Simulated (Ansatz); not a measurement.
**MgTe: stiffness from a series of strains**

```
CELL_PARAMETERS angstrom
4.54000 0.00000 0.00000
-2.27000 3.93176 0.00000
0.00000 0.00000 7.39500
ATOMIC_POSITIONS crystal
Mg 0.33333 0.66667 0.00000
Mg 0.66667 0.33333 0.50000
Te 0.33333 0.66667 0.37000
Te 0.66667 0.33333 0.87000
```

Atom numbers follow the list: Mg1, Mg2, Te3, Te4.

The cell is COD entry 1538744, as deposited and not checked against the literature; nothing was relaxed.

No spin–orbit coupling, which matters for the heavy atoms here.

The calculation used Ansatz 0.2.0, DFT, PBEsol, all-electron LAPW, scalar-relativistic.

The runs use a Γ-centred 9×9×5 k mesh, Fermi–Dirac smearing of 0.03 eV, basis error target 0.5 meV/atom, no spin polarisation.

The strain is applied along the Cartesian axes of the cell as listed (the other components stay zero). Fractional coordinates are held (clamped ions).

σ is the change of stress from the unstrained cell, which is at 0.44 GPa; tension is positive, so slopes are stress–strain coefficients at that pressure.

Only quantities that a quadratic follows smoothly over the whole series are listed; rougher ones are left out.

```
    εzz  σzz (GPa)  σxx (GPa)
-0.0300      -3.24      -0.47
-0.0200      -2.06      -0.31
 0.0000       0.00       0.00
 0.0100       0.89       0.15
 0.0200       1.71       0.29
 0.0300       2.45       0.42
```

(1) Fit the series and read off the stiffness at zero strain.

(2) One run, at εzz = -0.0100, is withheld. Predict its row.

Results:

(1) Least-squares fits y = p0 + p1 x + p2 x² to the rows give σzz (GPa): p1 = 94.6, p2 = -430; σxx (GPa): p1 = 14.9, p2 = -30. So C33 = 95 GPa and C13 = 15 GPa, for these axes.

(2) The fits give -0.99, -0.15; the run gave -0.98, -0.15.
